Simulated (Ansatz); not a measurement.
**TiC: the crystal squeezed far**

Aim: compress TiC (rocksalt type) step by step, far beyond the usual range, and follow pressure and electronic structure. The runs shown use LAPW, crystal datasets and norm-conserving. Companion runs by PAW are cited. Its runs: the reference run (LAPW); volume scaled by 1 (crystal datasets and norm-conserving); volume scaled by 0.94 (LAPW); volume scaled by 0.88 (LAPW); volume scaled by 0.8 (LAPW); volume scaled by 0.72 (LAPW); volume scaled by 0.64 (LAPW and norm-conserving); volume scaled by 0.55 (LAPW, crystal datasets and norm-conserving).

Computed with Ansatz 0.2.0 (DFT PBE, with the methods named in each step, unless a step's input says otherwise).

## 1. The starting structure

Symmetry: Fm-3m, No. 225, cubic system. The conventional cell has a = 4.333 Å, b = 4.333 Å, c = 4.333 Å, α = 90.00°, β = 90.00°, γ = 90.00°. Ti (site symmetry m-3m) has 6 C at 2.17 Å as nearest neighbours. Around C (site symmetry m-3m) lie 6 Ti at 2.17 Å.

As a file:

```cif
data_structure
_symmetry_space_group_name_H-M 'P 1'
_symmetry_Int_Tables_number 1
_cell_length_a 3.0637
_cell_length_b 3.0637
_cell_length_c 3.0637
_cell_angle_alpha 60.000
_cell_angle_beta 60.000
_cell_angle_gamma 60.000
_cell_volume 20.33
loop_
_atom_site_label
_atom_site_type_symbol
_atom_site_fract_x
_atom_site_fract_y
_atom_site_fract_z
_atom_site_occupancy
Ti1 Ti 0.00000 0.00000 0.00000 1
C1 C 0.50000 0.50000 0.50000 1
```

Whether this phase is the stable one at these pressures isn't tested.

Atoms are numbered in the order of the input: Ti1, C2.

## 2. The reference volume, LAPW

The input, input.yaml:

```yaml
crystal:
  lattice:
    - [0.0, 2.1663328179, 2.1663328179]
    - [2.1663328179, 0.0, 2.1663328179]
    - [2.1663328179, 2.1663328179, 0.0]
  atoms:
    - { symbol: Ti, position: [0.0, 0.0, 0.0] }
    - { symbol: C, position: [0.5, 0.5, 0.5] }
kpoints:
  mp_grid: { grid: [15, 15, 15] }
  band_path:
    path:
      - [0.0, 0.0, 0.0]
      - [0.5, 0.0, 0.5]
      - [0.625, 0.25, 0.625]
      - [0.375, 0.375, 0.75]
      - [0.0, 0.0, 0.0]
      - [0.5, 0.5, 0.5]
      - [0.5, 0.25, 0.75]
      - [0.5, 0.0, 0.5]
    npoints: 14
scf:
  occupations: { method: fermi_dirac, width: 0.05 }
hamiltonian:
  xc: pbe
  pseudopotentials: { kind: all_electron, lapw: { basis_error: 0.001 } }
output:
  forces: true
  stress: true
  eigenvalues: true
  populations: true
  dos: { projected: true, de: 0.2, e_range: [-14, 8] }
```

Run with:

```
ansatz run input.yaml --threads 1 --pin off --max-ram 2048MiB --backend cpu --events-out ev --progress --plain --runs-dir out
```

Output:

```text
Ti: projections on atomic orbitals take those of the free atom 1s2 2s2 2p6 3s2 3p6 3d2 4s2, of charge +0.00 (hamiltonian.pseudopotentials.projection_atoms)
C: projections on atomic orbitals take those of the free atom 1s2 2s2 2p2, of charge +0.00 (hamiltonian.pseudopotentials.projection_atoms)
LAPW: plane waves up to 9.056 Å⁻¹, error target 1.0e-3 eV per atom; small_component_spin mean_spin; C in spheres of 0.940 Å, 6 of its electrons in bands, Dirac shells []; Ti in spheres of 1.226 Å, 18 of its electrons in bands, Dirac shells []
Engine: ansatz 0.2.0
Pseudopotentials: kind: all_electron
Pseudopotential: Ti, LAPW, valence charge 18, Koelling and Harmon's equation, gaussian nucleus
Pseudopotential: C, LAPW, valence charge 6, Koelling and Harmon's equation, gaussian nucleus
Functional definition: PBE
  parameter kappa = 0.804
  parameter beta = 0.06672455060314922
  exchange = pbe_x(kappa = kappa, mu = beta*pi^2/3)
  correlation = pbe_c(beta = beta)
Crystal: 2 atoms, lattice volume = 20.333 Å³
Basis set: ecut = 312.4402787550324 eV, 259 PW (Γ), exchange–correlation at level 2
Bands: 16, of which v1, the nominal top of the filled ones, is band 12 counted from 1 (11 counted from 0)
Symmetry: 48 space group operations
Space group: Fm-3m (ITA 225), of the structure as read, at distance tolerance 2.7e-5 Å
k-points: 120 of 3375
Non-local potential: Ti, projectors of the file, none
Non-local potential: C, projectors of the file, none
Initial density: superposition of atomic densities (chi_scale 0.1, normalization cell, long waves kept (reshape's long-wave potential 0.00 eV rms))
Initial wavefunctions: plane waves of lowest kinetic energy (no species holds an atomic orbital)
Functional: x = pbe(κ = 0.804, μ = 0.2195149727645171), c = pbe(β = 0.06672455060314922)
iter 1 solved again at ethr=2.64e-2 eV; its pass at ethr=1.00e-1 eV (dr2=6.34e0 eV) is discarded
SCF iter   1: F=—  HF=-24274.168963 eV  |F-HF|=—  |Δ(HF+E_count)|=         —  Δρ=1.59e-1  dr2=6.34e0  ethr=2.64e-2  ⟨swp⟩=2.0  Hψ=11937  notcnv=0
preconditioner: auto → none  [metal: Δε(μ)=0.065 eV  Ē_g=20.592 eV  σ=0.050 eV  W_gap=0.31  n_scr=8 (ndim 8)  ℏωp=30.8 eV  f_vac=0.000  D(μ)=0.14/eV (n_scr^D=0)  sad-step TF]
SCF iter   2: F=—  HF=-24272.417704 eV  |F-HF|=—  |Δ(HF+E_count)|=    1.75e0  Δρ=5.89e-2  dr2=6.41e-1  ethr=2.64e-2  ⟨swp⟩=3.0  Hψ=5994  notcnv=0
SCF iter   3: F=—  HF=-24271.856546 eV  |F-HF|=—  |Δ(HF+E_count)|=   5.61e-1  Δρ=1.88e-2  dr2=7.23e-2  ethr=2.67e-3  ⟨swp⟩=3.0  Hψ=6084  notcnv=0
SCF iter   4: F=—  HF=-24271.874614 eV  |F-HF|=—  |Δ(HF+E_count)|=         —  Δρ=9.46e-3  dr2=1.68e-2  ethr=3.01e-4  ⟨swp⟩=2.0  Hψ=5946  notcnv=0
the basis was enlarged: its passes take 118.4 KiB over the memory plan, 1 of 1 planned eigensolver slots
iter 5 solved again at ethr=8.10e-7 eV; its pass at ethr=6.98e-5 eV (dr2=1.94e-4 eV) is discarded
SCF iter   5: F=—  HF=-24271.860274 eV  |F-HF|=—  |Δ(HF+E_count)|=   1.43e-2  Δρ=1.05e-3  dr2=1.95e-4  ethr=8.10e-7  ⟨swp⟩=2.0  Hψ=9874  notcnv=0
SCF iter   6: F=—  HF=-24271.860087 eV  |F-HF|=—  |Δ(HF+E_count)|=   1.87e-4  Δρ=7.78e-5  dr2=6.42e-7  ethr=8.10e-7  ⟨swp⟩=3.0  Hψ=5701  notcnv=0
SCF iter   7: F=—  HF=-24271.860087 eV  |F-HF|=—  |Δ(HF+E_count)|=   5.29e-7  Δρ=5.01e-5  dr2=5.36e-7  ethr=2.68e-9  ⟨swp⟩=3.0  Hψ=5881  notcnv=0
SCF iter   8: F=—  HF=-24271.860086 eV  |F-HF|=—  |Δ(HF+E_count)|=   5.19e-7  Δρ=1.62e-5  dr2=6.11e-8  ethr=2.23e-9  ⟨swp⟩=2.0  Hψ=5483  notcnv=0
SCF iter   9: F=-24271.860086 eV  HF=-24271.860086 eV  |F-HF|=2.55e-11  |Δ(HF+E_count)|=   4.76e-8  Δρ=2.48e-7  dr2=8.56e-12  ethr=2.55e-10  ⟨swp⟩=2.0  Hψ=5487  notcnv=0
SCF 1 converged in 9 iterations: F = -24271.860086 eV  dr2 = 8.56e-12
NSCF: frozen V_eff on 99 k-points
SCF converged after 9 iterations
Free energy (F): -24271.860086 eV
Harris-Foulkes:  -24271.860086 eV  (|F-HF|=2.55e-11)
Internal energy: -24271.857189 eV  (E = F + TS)
E sigma→0 (E₀):  -24271.858637 eV
Entropy (-TS):   -0.002897 eV (-1.449 meV/atom)
Fermi energy:    15.108905 eV
--- Per-component energies (eV) ---
  E_band       = -3141.470383
  E_kinetic    = 24492.291762
  E_xc         = -1295.724335
  E_electrostatic = -47468.424616  (all electrons and nuclei)
  E_smearing   = -0.002897  (= −TS)
  E_closure    = 0.000000  (closes the sum)
  E_atoms      = -24254.253874  (free atoms, spherical and without spin; not in F)
  Σ components = -24271.860086   (vs F -24271.860086, Δ=0.00e0)
  Basis errors (estimates in eV, not in F): energy 3.0e-4 per atom: plane waves 2.6e-4 (1.5e-4 summed), levels above the bands 1.4e-20, relativity 2.2e-8, radial functions 4.1e-5, core shells 2.2e-7; eigenvalues (radial functions only) 3.1e-6; not estimated: angular momenta, meshes, grids; target (lapw.basis_error) 1.0e-3; muffin-tin radii C 0.940 Å, Ti 1.226 Å
--- Forces (eV/Å), atoms counted from 1 ---
  atom   1  Ti    -0.00000000     0.00000000     0.00000000
  atom   2  C      0.00000000    -0.00000000     0.00000000
  max |Σ_I F_I| component: 1.05e-30 eV/Å
--- Stress (GPa, compression-positive) ---
        0.021531       0.000000      -0.000000
        0.000000       0.021531       0.000000
       -0.000000       0.000000       0.021531
  P = ⅓ Tr σ = 0.0215 GPa (0.215 kbar)
--- Band table (eV; the first three rows and the last of 120) ---
  k-point 0: bands = ["-423.0440", "-423.0440", "-423.0440", "-249.5345", "-41.4321", "-17.4682", "-17.4682", "-17.4682", "2.7241", "15.8172", "15.8172", "15.8172", "16.7932", "16.7932", "16.7932", "16.8403"]
  k-point 1: bands = ["-423.0440", "-423.0440", "-423.0440", "-249.5345", "-41.4290", "-17.4905", "-17.4703", "-17.4703", "2.8248", "15.3200", "15.5644", "15.5644", "16.1401", "16.1401", "17.0582", "17.8927"]
  k-point 2: bands = ["-423.0440", "-423.0440", "-423.0440", "-249.5345", "-41.4201", "-17.5531", "-17.4762", "-17.4762", "3.1197", "14.3600", "14.7301", "14.7301", "16.2638", "16.2638", "17.4062", "19.0277"]
  k-point 119: bands = ["-423.0440", "-423.0440", "-423.0440", "-249.5345", "-41.3354", "-17.7824", "-17.7632", "-17.6365", "5.6052", "11.8591", "11.9260", "12.5594", "17.7156", "18.0267", "18.6928", "20.2843"]
--- Löwdin populations: 2 sites ---
  site symbol       q [e]
     0     Ti     21.1483
     1      C      6.8075
  spilling = 0.001577 (of n_electrons = 28.000000)
```

Wall time 16 s (1 thread of AMD EPYC 7R43 (Zen 3), shared host); peak memory 0.42 GiB.

This run gives: pressure 0.02 GPa; no gap.

At the corners of the path (eV, zero at the Fermi level):

```csv
point,band 9,band 10,band 11,band 12,band 13,band 14,band 15
Γ,-12.38,0.71,0.71,0.71,1.68,1.68,1.68
X,-10.11,-3.42,-1.60,-0.03,-0.03,2.73,3.54
U,-9.58,-3.46,-3.34,-1.71,1.47,3.16,3.84
K,-9.58,-3.46,-3.34,-1.71,1.47,3.16,3.84
Γ,-12.38,0.71,0.71,0.71,1.68,1.68,1.68
L,-8.91,-5.82,-2.88,-2.88,2.93,2.93,4.12
W,-9.51,-3.13,-3.13,-2.69,2.80,2.80,3.54
X,-10.11,-3.42,-1.60,-0.03,-0.03,2.73,3.54
```

States per cell in windows of 1 eV (zero at the Fermi level; grid of 0.20 eV, so sharp peaks spill over the borders):

```csv
from,to,total,Ti 3d,C 2p,C 2s
-10,-9,1.38,0.28,0.02,0.96
-9,-8,0.04,0.00,0.00,0.04
-8,-7,0.00,0.00,0.00,0.00
-7,-6,0.00,0.00,0.00,0.00
-6,-5,0.13,0.04,0.07,0.00
-5,-4,0.74,0.24,0.41,0.02
-4,-3,1.02,0.27,0.65,0.02
-3,-2,2.47,1.12,1.28,0.02
-2,-1,1.16,0.57,0.57,0.01
-1,0,0.44,0.19,0.24,0.00
0,1,0.39,0.24,0.14,0.00
1,2,0.87,0.70,0.15,0.01
2,3,1.73,1.52,0.17,0.02
3,4,3.04,2.46,0.49,0.03
4,5,0.83,0.52,0.25,0.03
```

## 3. Volume scaled by 1, crystal datasets

The input, input.yaml:

```yaml
crystal:
  lattice:
    - [0.0, 2.1663328179, 2.1663328179]
    - [2.1663328179, 0.0, 2.1663328179]
    - [2.1663328179, 2.1663328179, 0.0]
  atoms:
    - { symbol: Ti, position: [0.0, 0.0, 0.0] }
    - { symbol: C, position: [0.5, 0.5, 0.5] }
kpoints:
  mp_grid: { grid: [15, 15, 15] }
scf:
  occupations: { method: fermi_dirac, width: 0.05 }
hamiltonian:
  xc: pbe
  pseudopotentials: { kind: all_electron, datasets: crystal }
output:
  forces: true
  stress: true
  eigenvalues: true
```

Run with:

```
ansatz run input.yaml --threads 1 --pin off --max-ram 2048MiB --backend cpu --events-out ev --progress --plain --runs-dir out
```

Output, cut to the lines that bear on the results:

```text
[...]
[... 1 set-up line as earlier in the session ...]
Pseudopotential: Ti, paw, valence charge 12, recommended cutoff 340 eV (normal), Koelling and Harmon's equation, gaussian nucleus
Pseudopotential: C, paw, valence charge 4, recommended cutoff 340 eV (normal), Koelling and Harmon's equation, gaussian nucleus
[... 1 set-up line as earlier in the session ...]
[...]
Crystal: 2 atoms, lattice volume = 20.333 Å³
[...]
  atom   2  C      0.00000000    -0.00000000    -0.00000000
[...]
--- Stress (GPa, compression-positive) ---
        0.022217      -0.000000      -0.000000
        0.000000       0.022217      -0.000000
        0.000000      -0.000000       0.022217
  P = ⅓ Tr σ = 0.0222 GPa (0.222 kbar)
--- Band table (eV; the first three rows and the last of 120) ---
  k-point 0: bands = ["-41.4320", "-17.4680", "-17.4680", "-17.4680", "2.7242", "15.8173", "15.8173", "15.8173", "16.7931", "16.7931"]
[...]
```

Run time: 8.6 s. Hardware: 1 thread of AMD EPYC 7R43 (Zen 3), shared host; peak memory 0.5 GiB.

This run gives: pressure 0.02 GPa; no gap.

## 4. Volume scaled by 1, norm-conserving

Edit input.yaml of step 3 so:

```diff
@@ -14,3 +14,3 @@
   xc: pbe
-  pseudopotentials: { kind: all_electron, datasets: crystal }
+  pseudopotentials: { kind: nc }
 output:
```

Run with:

```
ansatz run input.yaml --threads 1 --pin off --max-ram 2048MiB --backend cpu --events-out ev --progress --plain --runs-dir out
```

Output, cut to the lines that bear on the results:

```text
[...]
Pseudopotentials: kind: nc
Pseudopotential: Ti, nc, valence charge 12, recommended cutoff 1155 eV (normal), Ti.nc.azcp
Pseudopotential: C, nc, valence charge 4, recommended cutoff 1115.666836 eV (normal), C.nc.azcp
[... 1 set-up line as earlier in the session ...]
[...]
Crystal: 2 atoms, lattice volume = 20.333 Å³
Basis set: ecut = 1155 eV, 1837 PW (Γ), exchange–correlation on 72×72×72 points (8 copies of the dense FFT grid, shifted against one another)
[...]
  atom   2  C      0.00000000    -0.00000000    -0.00000000
[...]
--- Stress (GPa, compression-positive) ---
        0.036753      -0.000000       0.000000
       -0.000000       0.036753       0.000000
        0.000000       0.000000       0.036753
  P = ⅓ Tr σ = 0.0368 GPa (0.368 kbar)
--- Band table (eV; the first three rows and the last of 120) ---
  k-point 0: bands = ["-41.8759", "-17.9161", "-17.9161", "-17.9161", "2.2867", "15.3855", "15.3855", "15.3855", "16.3598", "16.3598", "16.3598", "16.4163"]
[...]
```

It took 5.5 s on 1 thread of AMD EPYC 7R43 (Zen 3), shared host; peak memory 0.38 GiB.

This run gives: pressure 0.04 GPa; no gap.

## 5. Volume scaled by 0.94, LAPW

The input, input.yaml:

```yaml
crystal:
  lattice:
    - [0.0, 2.1221095353, 2.1221095353]
    - [2.1221095353, 0.0, 2.1221095353]
    - [2.1221095353, 2.1221095353, 0.0]
  atoms:
    - { symbol: Ti, position: [0.0, 0.0, 0.0] }
    - { symbol: C, position: [0.5, 0.5, 0.5] }
kpoints:
  mp_grid: { grid: [15, 15, 15] }
  band_path:
    path:
      - [0.0, 0.0, 0.0]
      - [0.5, 0.0, 0.5]
      - [0.625, 0.25, 0.625]
      - [0.375, 0.375, 0.75]
      - [0.0, 0.0, 0.0]
      - [0.5, 0.5, 0.5]
      - [0.5, 0.25, 0.75]
      - [0.5, 0.0, 0.5]
    npoints: 8
scf:
  occupations: { method: fermi_dirac, width: 0.05 }
hamiltonian:
  xc: pbe
  pseudopotentials: { kind: all_electron, lapw: { basis_error: 0.001 } }
output:
  forces: true
  stress: true
  eigenvalues: true
  populations: true
  dos: { projected: true, de: 0.2, e_range: [-14, 8] }
```

Run with:

```
ansatz run input.yaml --threads 1 --pin off --max-ram 2048MiB --backend cpu --events-out ev --progress --plain --runs-dir out
```

Output, cut to the lines that bear on the results:

```text
Ti: projections on atomic orbitals take those of the free atom 1s2 2s2 2p6 3s2 3p6 3d2 4s2, of charge +0.00 (hamiltonian.pseudopotentials.projection_atoms)
C: projections on atomic orbitals take those of the free atom 1s2 2s2 2p2, of charge +0.00 (hamiltonian.pseudopotentials.projection_atoms)
[...]
       -0.000000       0.000000      17.582237
  P = ⅓ Tr σ = 17.5822 GPa (175.822 kbar)
--- Band table (eV; the first three rows and the last of 120) ---
  k-point 0: bands = ["-421.6031", "-421.6031", "-421.6031", "-248.2657", "-40.1319", "-16.1345", "-16.1345", "-16.1345", "3.5577", "16.9538", "16.9538", "16.9538", "17.9884", "17.9884", "17.9884", "18.0920"]
[...]
--- Löwdin populations: 2 sites ---
  site symbol       q [e]
     0     Ti     21.1821
     1      C      6.7765
  spilling = 0.001480 (of n_electrons = 28.000000)
```

Run time: 14 s. Hardware: 1 thread of AMD EPYC 7R43 (Zen 3), shared host; peak memory 0.42 GiB.

Result: pressure 17.58 GPa; no gap.

## 6. Volume scaled by 0.88, LAPW

Edit input.yaml of step 5 so:

```diff
@@ -2,5 +2,5 @@
   lattice:
-    - [0.0, 2.1221095353, 2.1221095353]
-    - [2.1221095353, 0.0, 2.1221095353]
-    - [2.1221095353, 2.1221095353, 0.0]
+    - [0.0, 2.0759620162, 2.0759620162]
+    - [2.0759620162, 0.0, 2.0759620162]
+    - [2.0759620162, 2.0759620162, 0.0]
   atoms:
```

Run with:

```
ansatz run input.yaml --threads 1 --pin off --max-ram 2048MiB --backend cpu --events-out ev --progress --plain --runs-dir out
```

Output, cut to the lines that bear on the results:

```text
Ti: projections on atomic orbitals take those of the free atom 1s2 2s2 2p6 3s2 3p6 3d2 4s2, of charge +0.00 (hamiltonian.pseudopotentials.projection_atoms)
C: projections on atomic orbitals take those of the free atom 1s2 2s2 2p2, of charge +0.00 (hamiltonian.pseudopotentials.projection_atoms)
[...]
        0.000000      -0.000000      41.384983
  P = ⅓ Tr σ = 41.3850 GPa (413.850 kbar)
--- Band table (eV; the first three rows and the last of 120) ---
  k-point 0: bands = ["-419.9769", "-419.9769", "-419.9769", "-246.8570", "-38.6862", "-14.6405", "-14.6405", "-14.6405", "4.5236", "18.2210", "18.2210", "18.2210", "19.3309", "19.3309", "19.3309", "19.4926"]
[...]
--- Löwdin populations: 2 sites ---
  site symbol       q [e]
     0     Ti     21.2221
     1      C      6.7390
  spilling = 0.001390 (of n_electrons = 28.000000)
```

It took 14 s on 1 thread of AMD EPYC 7R43 (Zen 3), shared host; peak memory 0.42 GiB.

In short: pressure 41.38 GPa; no gap.

## 7. Volume scaled by 0.8, LAPW

The input, input.yaml:

```yaml
crystal:
  lattice:
    - [0.0, 2.0110452435, 2.0110452435]
    - [2.0110452435, 0.0, 2.0110452435]
    - [2.0110452435, 2.0110452435, 0.0]
  atoms:
    - { symbol: Ti, position: [0.0, 0.0, 0.0] }
    - { symbol: C, position: [0.5, 0.5, 0.5] }
kpoints:
  mp_grid: { grid: [15, 15, 15] }
scf:
  occupations: { method: fermi_dirac, width: 0.05 }
hamiltonian:
  xc: pbe
  pseudopotentials: { kind: all_electron, lapw: { basis_error: 0.001 } }
output:
  forces: true
  stress: true
  eigenvalues: true
  populations: true
```

Run with:

```
ansatz run input.yaml --threads 1 --pin off --max-ram 2048MiB --backend cpu --events-out ev --progress --plain --runs-dir out
```

Output, cut to the lines that bear on the results:

```text
Ti: projections on atomic orbitals take those of the free atom 1s2 2s2 2p6 3s2 3p6 3d2 4s2, of charge +0.00 (hamiltonian.pseudopotentials.projection_atoms)
C: projections on atomic orbitals take those of the free atom 1s2 2s2 2p2, of charge +0.00 (hamiltonian.pseudopotentials.projection_atoms)
[...]
       -0.000000       0.000000      87.093382
  P = ⅓ Tr σ = 87.0934 GPa (870.934 kbar)
--- Band table (eV; the first three rows and the last of 120) ---
  k-point 0: bands = ["-417.4552", "-417.4552", "-417.4552", "-244.7181", "-36.4911", "-12.3449", "-12.3449", "-12.3449", "6.0797", "20.1576", "20.1576", "20.1576", "21.4023", "21.4023", "21.4023", "21.6429"]
[...]
--- Löwdin populations: 2 sites ---
  site symbol       q [e]
     0     Ti     21.2869
     1      C      6.6770
  spilling = 0.001289 (of n_electrons = 28.000000)
```

Wall time 13 s (1 thread of AMD EPYC 7R43 (Zen 3), shared host); peak memory 0.41 GiB.

In short: pressure 87.09 GPa; no gap.

## 8. Volume scaled by 0.72, LAPW

Edit input.yaml of step 7 so:

```diff
@@ -2,5 +2,5 @@
   lattice:
-    - [0.0, 2.0110452435, 2.0110452435]
-    - [2.0110452435, 0.0, 2.0110452435]
-    - [2.0110452435, 2.0110452435, 0.0]
+    - [0.0, 1.9416428346, 1.9416428346]
+    - [1.9416428346, 0.0, 1.9416428346]
+    - [1.9416428346, 1.9416428346, 0.0]
   atoms:
```

Run with:

```
ansatz run input.yaml --threads 1 --pin off --max-ram 2048MiB --backend cpu --events-out ev --progress --plain --runs-dir out
```

Output, cut to the lines that bear on the results:

```text
Ti: projections on atomic orbitals take those of the free atom 1s2 2s2 2p6 3s2 3p6 3d2 4s2, of charge +0.00 (hamiltonian.pseudopotentials.projection_atoms)
C: projections on atomic orbitals take those of the free atom 1s2 2s2 2p2, of charge +0.00 (hamiltonian.pseudopotentials.projection_atoms)
[...]
       -0.000000      -0.000000     157.130553
  P = ⅓ Tr σ = 157.1306 GPa (1571.306 kbar)
--- Band table (eV; the first three rows and the last of 120) ---
  k-point 0: bands = ["-507.1843", "-414.4219", "-414.4219", "-414.4219", "-242.2163", "-33.9271", "-9.6111", "-9.6111", "-9.6111", "8.0576", "22.4509", "22.4509", "22.4509", "23.8832", "23.8832", "23.8832", "24.2026"]
[...]
--- Löwdin populations: 2 sites ---
  site symbol       q [e]
     0     Ti     21.3692
     1      C      6.5966
  spilling = 0.001222 (of n_electrons = 28.000000)
```

Run time: 13 s. Hardware: 1 thread of AMD EPYC 7R43 (Zen 3), shared host; peak memory 0.41 GiB.

Result: pressure 157.13 GPa; no gap.

## 9. Volume scaled by 0.64, LAPW

Edit input.yaml of step 8 so:

```diff
@@ -2,5 +2,5 @@
   lattice:
-    - [0.0, 1.9416428346, 1.9416428346]
-    - [1.9416428346, 0.0, 1.9416428346]
-    - [1.9416428346, 1.9416428346, 0.0]
+    - [0.0, 1.8668890292, 1.8668890292]
+    - [1.8668890292, 0.0, 1.8668890292]
+    - [1.8668890292, 1.8668890292, 0.0]
   atoms:
```

Run with:

```
ansatz run input.yaml --threads 1 --pin off --max-ram 2048MiB --backend cpu --events-out ev --progress --plain --runs-dir out
```

Output, cut to the lines that bear on the results:

```text
Ti: projections on atomic orbitals take those of the free atom 1s2 2s2 2p6 3s2 3p6 3d2 4s2, of charge +0.00 (hamiltonian.pseudopotentials.projection_atoms)
C: projections on atomic orbitals take those of the free atom 1s2 2s2 2p2, of charge +0.00 (hamiltonian.pseudopotentials.projection_atoms)
[...]
       -0.000000      -0.000000     267.131354
  P = ⅓ Tr σ = 267.1314 GPa (2671.314 kbar)
--- Band table (eV; the first three rows and the last of 120) ---
  k-point 0: bands = ["-503.4864", "-410.7164", "-410.7164", "-410.7164", "-239.2391", "-30.9127", "-6.3028", "-6.3028", "-6.3028", "10.6568", "25.2130", "25.2130", "25.2130", "26.9181", "26.9181", "26.9181", "27.3025"]
[...]
--- Löwdin populations: 2 sites ---
  site symbol       q [e]
     0     Ti     21.4724
     1      C      6.4938
  spilling = 0.001206 (of n_electrons = 28.000000)
```

Wall time 12 s (1 thread of AMD EPYC 7R43 (Zen 3), shared host); peak memory 0.41 GiB.

In short: pressure 267.13 GPa; no gap.

(Part 1 of 2 ends here.)
